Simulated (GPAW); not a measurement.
Crystal: GaN.

```
CELL_PARAMETERS angstrom
0.00000 2.25350 2.25350
2.25350 0.00000 2.25350
2.25350 2.25350 0.00000
ATOMIC_POSITIONS crystal
Ga 0.00000 0.00000 0.00000
N 0.25000 0.25000 0.25000
```

The cell is a database's computed one.

Base run:

```yaml
Program: GPAW 26.7.0
Functional: TASK
Potentials_or_basis: GPAW PAW data sets (gpaw-data 1.2.1)
Cutoff: 800 eV
Basis: pw
k_mesh: 10 × 10 × 10
Occupations: fermi-dirac, width 0.05 eV
Spin: spin-orbit coupling, no magnetisation
```

Its results: band gap on the k mesh 2.90 eV, direct; pressure 11.0 GPa.

Problem. The run is repeated on the same cell with these changes: functional from TASK to SCAN; band points from 60 to 80. What comes out?

Solution. Band gap on the k mesh 2.21 eV, direct; pressure 4.8 GPa.

Caveats: spin-orbit coupling was added after a scalar SCF, so levels and gaps hold it while energy, forces, pressure and moments don't; this program's spin-orbit splittings come out too wide for heavy elements; the PAW data sets were made with another functional, which shifts forces and pressure a little.

Not every run made on this cell is shown here.
